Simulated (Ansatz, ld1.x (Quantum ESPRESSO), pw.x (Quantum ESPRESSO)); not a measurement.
**Equation-of-state test of one TM potential (gold (Au))**

```json
{"Element": "gold", "Generator": "ld1.x (Quantum ESPRESSO) 7.5", "Type": "norm-conserving Troullier–Martins (Kleinman–Bylander form)", "Functional": "PBE", "Relativity": "scalar-relativistic", "Frozen core": "[Xe] 4f14", "Valence charge": "11", "Reference configuration": "5d10 6s1 6p0", "Partial waves": "6p (bound, empty): rc 4.00 bohr; 5d (bound): rc 2.20 bohr; 6s (bound): rc 2.15 bohr", "Local potential": "the s channel", "Core correction": "none"}
```

Crystal test: sc Au in pw.x 7.5, no spin, 12³ k-points, Fermi–Dirac smearing 0.01 Ry, cutoffs 75/300 Ry. The lattice is a test structure that the element need not adopt, and mesh and smearing are coarse.

pw.x input:

```
&control
  calculation='scf', prefix='x', pseudo_dir='./', outdir='./tmp', tstress=.true., disk_io='low'
/
&system
  ibrav=0, nat=1, ntyp=1, ecutwfc=75, ecutrho=300, nbnd=13,
  occupations='smearing', smearing='fd', degauss=0.01
/
&electrons
  conv_thr=1e-09, mixing_beta=0.4, electron_maxstep=70
/
ATOMIC_SPECIES
Au 1.0 Au.UPF
CELL_PARAMETERS angstrom
  2.74982919 0.00000000 0.00000000
  0.00000000 2.74982919 0.00000000
  0.00000000 0.00000000 2.74982919
ATOMIC_POSITIONS crystal
Au 0.0000 0.0000 0.0000
K_POINTS automatic
12 12 12 0 0 0
```

```bash
pw.x < Au.scf.in > Au.scf.out
```

How does the run end?

It converges; the pressure is 3.31 GPa against -0.30 GPa from all-electron LAPW. The largest radius (4.00 bohr) exceeds half the bond length (2.60 bohr), so the spheres overlap, which is one possible source of error among others. This is a poor potential for the solid. The log shows:

```
     lattice parameter (alat)  =       5.1964  a.u.
     unit-cell volume          =     140.3181 (a.u.)^3
     number of electrons       =        11.00
     number of Kohn-Sham states=           13
     kinetic-energy cutoff     =      75.0000  Ry
     charge density cutoff     =     300.0000  Ry
     scf convergence threshold =      1.0E-09
     Exchange-correlation= PBE
     number of k points=    84  Fermi-Dirac smearing, width (Ry)=  0.0100
     iteration #  1     ecut=    75.00 Ry     beta= 0.40
     total energy              =     -66.55409010 Ry
     estimated scf accuracy    <       0.06634194 Ry
     iteration #  2     ecut=    75.00 Ry     beta= 0.40
     total energy              =     -66.56499244 Ry
     estimated scf accuracy    <       0.00054129 Ry
     iteration #  3     ecut=    75.00 Ry     beta= 0.40
     total energy              =     -66.56512881 Ry
     estimated scf accuracy    <       0.00010444 Ry
     iteration #  4     ecut=    75.00 Ry     beta= 0.40
     total energy              =     -66.56513585 Ry
     estimated scf accuracy    <       0.00000154 Ry
     iteration #  5     ecut=    75.00 Ry     beta= 0.40
     total energy              =     -66.56513616 Ry
     estimated scf accuracy    <       0.00000006 Ry
     iteration #  6     ecut=    75.00 Ry     beta= 0.40
     total energy              =     -66.56513616 Ry
     estimated scf accuracy    <          9.1E-09 Ry
     iteration #  7     ecut=    75.00 Ry     beta= 0.40
     the Fermi energy is    11.6585 ev
!    total energy              =     -66.56513616 Ry
     estimated scf accuracy    <          1.3E-11 Ry
     smearing contrib. (-TS)   =      -0.00148044 Ry
     The total energy is F=E-TS. E is the sum of the following terms:
     one-electron contribution =      -0.29869321 Ry
     hartree contribution      =      10.30034349 Ry
     xc contribution           =     -10.49814304 Ry
     ewald contribution        =     -66.06716295 Ry
     convergence has been achieved in   7 iterations
          total   stress  (Ry/bohr**3)                   (kbar)     P=       33.09
```
